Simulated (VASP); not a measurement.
Write the native input for VASP 6.6.1 that does the following.

| Quantity | Value |
| --- | --- |
| Task | single point |
| Functional | PBE |
| Potentials or basis | VASP PAW PBE potentials, release 64 (Cu, H) |
| Cutoff | 400 eV |
| k mesh | 6 × 6 × 1 |
| Occupations | methfessel-paxton, width 0.1 eV |
| Spin | no spin polarisation |
| Further INCAR settings | LREAL = Auto; ALGO = Normal; EDIFF = 1e-06; ISYM = 0 |

The structure of Cu16H lies in POSCAR:

```
Cu16H                                   
1.0
    5.1053109602      0.0000000000      0.0000000000
    2.5526554801      4.4213289857      0.0000000000
    0.0000000000      0.0000000000     22.7527034153
  Cu              H             
    16     1
Selective dynamics
Direct
     0.0000000000000000    0.0000000000000000    0.1098770529999982   F   F   F
     0.5000000000000000    0.0000000000000000    0.1098770529999982   F   F   F
     0.0000000000000000    0.5000000000000000    0.1098770529999982   F   F   F
     0.5000000000000000    0.5000000000000000    0.1098770529999982   F   F   F
     0.1666666667000030    0.1666666667000030    0.2014808696999992   F   F   F
     0.6666666667000030    0.1666666667000030    0.2014808696999992   F   F   F
     0.1666666667000030    0.6666666667000030    0.2014808696999992   F   F   F
     0.6666666667000030    0.6666666667000030    0.2014808696999992   F   F   F
     0.8329539182422865    0.3340922712066195    0.2916277252375634   T   T   T
     0.3333328894607610    0.3333328811305289    0.2891582455713528   T   T   T
     0.8329538734223199    0.8329538657419305    0.2916275451661641   T   T   T
     0.3340922630527596    0.8329539198168202    0.2916277227931057   T   T   T
     0.9999998939522263    0.9999999052318005    0.3803581172709822   T   T   T
     0.4995398728408161    0.0009213150601320    0.3818544946729489   T   T   T
     0.0009213176689780    0.4995398783355857    0.3818544987069097   T   T   T
     0.4995389797138686    0.4995389961179152    0.3818544681569645   T   T   T
     0.3333332337702602    0.3333331928237594    0.4229161867013062   T   T   T
```

The cell was built by a generator and needn't be a form met in nature.

One way to write it, as run:

INCAR

```
  PREC = Accurate
  ENCUT = 400
  EDIFF = 1E-6
  ISMEAR = 1
  SIGMA = 0.1
  LREAL = Auto
  LASPH = T
  NELM = 60
  ALGO = Normal
  ISIF = 2
  LWAVE = F
  LCHARG = F
  GGA = PE
  ISYM = 0
  KPAR = 4
```

KPOINTS

```
Automatic mesh
0
Gamma
  6 6 1
```

Potentials or basis: VASP PAW PBE potentials, release 64 (Cu, H).

Launch:

```sh
$ cat potpaw_PBE.64/Cu/POTCAR potpaw_PBE.64/H/POTCAR > POTCAR
$ mpirun -np 4 vasp_std > vasp.out
```

Results of the run:

| Property | Result |
| --- | --- |
| Largest force | 0.211 eV/Å |
| Band gap on the k mesh | none (metal or under the smearing width) |

It took 13 min on 4 MPI ranks on Intel(R) Xeon(R) Platinum 8259CL CPU @ 2.50GHz (Skylake/Cascade Lake) (shared host), peak memory 0.73 GiB a rank.
